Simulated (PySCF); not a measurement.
The vertical singlet excitations below were computed for one of the candidates. The calculation used TDDFT CAM-B3LYP/aug-cc-pVTZ, vertical, gas phase, core orbitals frozen in the response in PySCF. Geometries: PBE0-D3(BJ)/def2-TZVP, one conformer each.

```csv
state,E (eV),λ (nm),f
S1,8.20,151.2,0.0000
S2,8.31,149.1,0.0000
S3,8.65,143.4,0.0001
S4,8.71,142.3,0.0000
S5,8.76,141.6,0.031
S6,8.79,141.0,0.107
S7,8.83,140.3,0.062
S8,8.90,139.3,0.056
S9,8.91,139.2,0.0099
S10,9.15,135.5,0.085
```

Triplets computed (Tamm–Dancoff): 8.03, 8.17, 8.49, 8.51 eV.

Question: Which structure fits?
A. `CCCC` (C4H10)
B. `C=C(C)C` (C4H8)
C. `C=CCC` (C4H8)
D. `C/C=C\C` (C4H8)

Answer: A. Its S1, at 8.20 eV, is the highest among the candidates; the nearest of the others has S1 at 6.60 eV. S1 is HOMO→LUMO (82%). Löwdin shares by element: HOMO carbon 62% (atoms not listed hold the other 38%); LUMO hydrogen 41% or more (atoms not listed hold the other 59%). At the same level the other candidates give, for their lowest levels:
- `C=CCC`: 6.60 eV (f 0.042); 7.02 eV (f 0.017); 7.09 eV (f 0.249); 7.30 eV (f 0.061); 7.46 eV (f 0.066); T1 4.44 eV; HOMO -8.73, LUMO 0.32 eV
- `C=C(C)C`: 6.18 eV (f 0.005); 6.68 eV (f 0.245); 6.91 eV (f 0.025); 6.94 eV (f 0.000); 7.49 eV (f 0.000); T1 4.37 eV; HOMO -8.38, LUMO 0.26 eV
- `C/C=C\C`: 6.01 eV (f 0.005); 6.58 eV (f 0.011); 6.77 eV (f 0.000); 6.92 eV (f 0.014); 7.28 eV (f 0.477); T1 4.42 eV; HOMO -8.23, LUMO 0.28 eV

The values belong to the conformer `[CH3:1][CH2:2][CH2:3][CH3:4]`: C1–C2–C3–C4 179°.
